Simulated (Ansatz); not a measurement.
CuAu:

```
Au Cu
1.0
     2.81075    0.00000    0.00000
     0.00000    2.81075    0.00000
     0.00000    0.00000    3.68500
Au Cu
1 1
Cartesian
  0.0000 0.0000 0.0000
  1.4054 1.4054 1.8425
```

```yaml
Program: Ansatz 0.2.0
Task: single point
Functional: PBE
Potentials_or_basis: all-electron LAPW, scalar-relativistic
Cutoff: 271 eV (chosen from the basis error)
Basis_error_allowed: 0.001 eV/atom
k_mesh: 9 × 9 × 7
Occupations: fermi-dirac, width 0.05 eV
Spin: no spin polarisation
```

On this cell: pressure 4.5 GPa; largest force under 0.003 eV/Å; band gap on the k mesh none (metal or under the smearing width).

The same run follows on a disturbed copy (atoms moved at random, drawn with an rms of 0.05 Å):

```xyz
2
Lattice="2.8107 0.0000 0.0000 0.0000 2.8107 0.0000 0.0000 0.0000 3.6850" Properties=species:S:1:pos:R:3 pbc="T T T"
Au   -0.0198    0.0089   -0.0574
Cu    1.3957    1.3765    1.8232
```

What changes?

The energy (extrapolated to zero smearing) moves by +3.9 meV/atom; pressure 4.7 GPa; largest force 0.305 eV/Å; band gap on the k mesh none (metal or under the smearing width).

Forces on the atoms (eV/Å):
```
Au   0.036 -0.135  0.271
Cu  -0.036  0.135 -0.271
```

Stress tensor (GPa, compression positive):
```
 4.94 -0.02  0.05
-0.02  4.89 -0.17
 0.05 -0.17  4.28
```
